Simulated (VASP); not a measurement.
Runs of VASP 6.6.1 on CuO. The structure is cubic, space group F-43m (No. 216). The conventional cell has a = 4.655 Å, b = 4.655 Å, c = 4.655 Å, α = 90.00°, β = 90.00°, γ = 90.00°. Cu (site symmetry -43m) has 4 O at 2.02 Å as nearest neighbours. O (site symmetry -43m) is surrounded by 4 Cu at 2.02 Å. Measurements of this composition are mostly on another form, of space group No. 15.

| spin | U | fixed moment (μB) | gap on the mesh (eV) | pressure (GPa) | moment (μB) |
| --- | --- | --- | --- | --- | --- |
| collinear, ferromagnetic start | Cu d U = 8 eV | 0 | - | -16.5 | 0.00 |
| collinear, zero start | Cu d U = 8 eV | - | none | (a) | 0.00 |
| collinear, ferromagnetic start | Cu d U = 6 eV | 0 | - | -16.1 | 0.00 |
| collinear, ferromagnetic start | Cu d U = 6 eV | - | none | -14.5 | 1.00 |
| collinear, random start | Cu d U = 8 eV | - | none | -14.9 | 1.00 |
| collinear, random start | Cu d U = 6 eV | - | none | -14.5 | 1.00 |
| collinear, zero start | Cu d U = 6 eV | - | none | -16.1 | 0.00 |

Alike in all rows: task single point; level r2SCAN+U; potentials or basis VASP PAW PBE potentials, release 64 (Cu, O); cell as given; k mesh 7 × 7 × 7; cutoff (eV) 520; smearing gaussian 0.05 eV.

Problem. Fill in the values left out.

Solution. (a) -16.4.

Caveats: the PAW data sets were made with another functional, which shifts forces and pressure a little; a cell with one magnetic atom can't hold antiferromagnetic order, which such compounds often take (some runs); the total moment is fixed, so each spin has its own Fermi level (some runs).

A gap of «none» marks a metal or a gap under the smearing width.
